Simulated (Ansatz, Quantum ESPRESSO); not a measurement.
# In2Se2, 1 layer: the gap on the mesh at a withheld member of a series

How the rows were computed: Quantum ESPRESSO 7.5, PBE, SG15 norm-conserving. Cell and atoms are relaxed under PBE (GBRV files) and held. Screened hybrids with norm-conserving files, screening 0.106 per bohr, fixed occupations, a 9×9×1 mesh with exchange on 3×3×1 q points. Levels count from the potential in the middle of the vacuum. The series steps the share of short-range exact exchange (0.25 is HSE06, 0 is PBE).

| share of short-range exact exchange | gap on the mesh (eV) |
| --- | --- |
| 0 | 1.409 |
| 0.1 | 1.666 |
| 0.15 | 1.802 |
| 0.25 | 2.087 |
| 0.3 | 2.236 |
| 0.4 | 2.546 |

**Question.** What is the gap on the mesh at 0.2?

**Fit.** The rows at 0.15 and 0.25 give a slope of (2.087 − (1.802))/(0.25 − (0.15)) = 2.85, so a straight line gives 1.945 eV. A parabola through these and the row at 0.1 gives 1.942 eV.

What the calculation gave: 1.942 eV. The line misses by +0.003 and the parabola by 0.000 eV. Both misses are under 5 % of the step from the nearer row.

Caveats: Gaps are those of the mesh; no spin-orbit coupling; the q mesh was not tested; the geometry stays that of PBE.
